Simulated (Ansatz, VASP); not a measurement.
**One calculation of Ti, two programs**

```
Ti
1.0
     4.33163    0.00000    0.00000
    -2.16581    3.75130    0.00000
     0.00000    0.00000    2.69386
Ti
3
Direct
  0.00000 0.00000 0.00000
  0.33333 0.66667 0.50000
  0.66667 0.33333 0.50000
```

Alike in both runs: task single point; functional LDA; k mesh 9 × 9 × 13; occupations fermi-dirac, width 0.1 eV; no spin polarisation.

|  | VASP | Ansatz |
| --- | --- | --- |
| version | VASP 6.6.1 | Ansatz 0.2.0 |
| potentials or method | VASP PAW LDA potentials, release 64 (Ti_sv) | plane waves (420 eV) with PAW, scalar-relativistic |
| plane-wave cutoff (eV) | 520 | 420 |
| valence electrons in the cell | 36 | 36 |

Ansatz gave:

```
pressure (GPa)                                  : 12.3
largest component of the traceless stress (GPa) : 0.53
```

**Question.** Which values does VASP return?

**Answer.** Pressure (GPa): 12.1; largest component of the traceless stress (GPa): 0.51.

Ansatz warned: «pseudo_functional_mismatch».
